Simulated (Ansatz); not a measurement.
Space group I4/mmm (No. 139). a = 4.023 Å, b = 4.023 Å, c = 8.818 Å, α = 90.00°, β = 90.00°, γ = 90.00°
```csv
atom,site,symmetry,x,y,z
Sc,2a,4/mmm,0.0000,0.0000,0.0000
Al,4d,-4m2,0.0000,0.5000,0.2500
Al,2b,4/mmm,0.5000,0.5000,0.0000
```

Equation of state of this ScAl3 structure (not necessarily the ground state), with shape and atoms relaxed at each volume where symmetry leaves them free. It has no gap at any of these volumes. These are results of Ansatz, DFT PBE, scalar-relativistic, plane waves, PAW, not measurements.

Cutoff 420 eV; k points 14×14×14 on the computed 4-atom cell (Γ-centred); Gaussian smearing, width 0.10 eV; no spin polarisation.

```
V (Å³/atom) E − E(largest V) (meV/atom) P (GPa)
     15.700                        42.63    13.63
     16.236                         4.37     9.40
     16.771                       -20.78     5.78
     17.306                       -34.71     2.66
     17.841                       -39.01     0.00
     18.377                       -35.05    -2.29
     18.912                       -24.01    -4.26
     19.625                         0.00    -6.44
```

Question: Fit a third-order Birch–Murnaghan equation to E(V).

Answer: V0 = 17.84 Å³/atom, B0 = 82 GPa, B0' = 4.1.